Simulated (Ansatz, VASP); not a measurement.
# Cu: VASP beside Ansatz

INCAR

```
ALGO = Normal
EDIFF = 1E-7
ENCUT = 520
ISIF = 2
ISMEAR = 0
LASPH = True
LCHARG = True
LELF = True
LREAL = False
LVHAR = True
LWAVE = False
NBANDS = 12
NELM = 80
PREC = Accurate
SIGMA = 0.1
```

KPOINTS

```
k-points
0
Gamma
  8 8 8
```

File POSCAR:

```
Cu
1.0
    0.0000000000      1.8075000000      1.8075000000
    1.8075000000      0.0000000000      1.8075000000
    1.8075000000      1.8075000000      0.0000000000
Cu
1
Direct
    0.0000000000      0.0000000000      0.0000000000
```

Input for Ansatz:

```yaml
crystal:
  lattice:
    - [0.0, 1.8075, 1.8075]
    - [1.8075, 0.0, 1.8075]
    - [1.8075, 1.8075, 0.0]
  atoms:
    - { symbol: Cu, position: [0.0, 0.0, 0.0] }
basis:
  ecutwfc: 420
kpoints:
  mp_grid: { grid: [8, 8, 8] }
hamiltonian:
  xc: lda
scf:
  occupations: { method: gaussian, width: 0.1 }
output:
  forces: true
  stress: true
  eigenvalues: true
```

Alike in both runs: task single point; functional LDA; k mesh 8 × 8 × 8; occupations gaussian, width 0.1 eV; no spin polarisation.

```csv
,VASP,Ansatz
version,VASP 6.6.1,Ansatz 0.2.0
potentials or method,"VASP PAW LDA potentials, release 64 (Cu)","scalar-relativistic, plane waves, PAW"
plane-wave cutoff (eV),520,420
valence electrons in the cell,11,19
```

VASP gave:

```
gap on the k mesh at the Fermi level (eV) : none
pressure (GPa)                            : -10.9
```

Question: What did Ansatz give for the same quantities?

Answer: gap on the k mesh at the Fermi level (eV): none; pressure (GPa): -11.7.

A gap of «none» marks a metal or a gap that the smearing closes. The two sets of potentials don't hold the same shells in valence.

Caveats: the k mesh is coarse (spacing up to 0.38 Å⁻¹), so the values aren't converged.
